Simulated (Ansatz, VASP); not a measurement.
# One calculation of SnO, two programs

```
Sn O
1.0
     2.73265   -2.73489    0.00000
     2.73265    2.73489    0.00000
     0.00000    0.00000   10.28041
Sn O
4 4
Direct
  0.99987 0.00013 0.99143
  0.00013 0.99987 0.49143
  0.50014 0.49986 0.26557
  0.49986 0.50014 0.76557
  0.00025 0.49971 0.37850
  0.99975 0.50029 0.87850
  0.50029 0.99975 0.37850
  0.49971 0.00025 0.87850
```

Alike in both runs: functional PBE; k mesh 4 × 4 × 2; occupations gaussian, width 0.1 eV; no spin polarisation.

Ansatz relaxed the structure, and its values are those at the end. VASP's run is a single point on that final structure, the one shown.

|  | VASP | Ansatz |
| --- | --- | --- |
| version | VASP 6.6.1 | Ansatz 0.2.0 |
| potentials or method | VASP PAW PBE potentials, release 64 (Sn_d, O) | scalar-relativistic, plane waves, PAW |
| plane-wave cutoff (eV) | 520 | 420 |
| valence electrons in the cell | 80 | 80 |

Ansatz gave:

* gap on the k mesh at the Fermi level (eV): 0.58
* least direct gap on the mesh (eV): 1.79
* pressure (GPa): 0.0
* rms of the force components (eV/Å): 0.002

Problem. What did VASP give for the same quantities?

Solution. gap on the k mesh at the Fermi level (eV): 0.59; least direct gap on the mesh (eV): 1.74; pressure (GPa): 0.2; rms of the force components (eV/Å): 0.033.

Caveats: spin-orbit coupling is left out, which moves the levels of the heavy elements. A k mesh can miss the band edges.
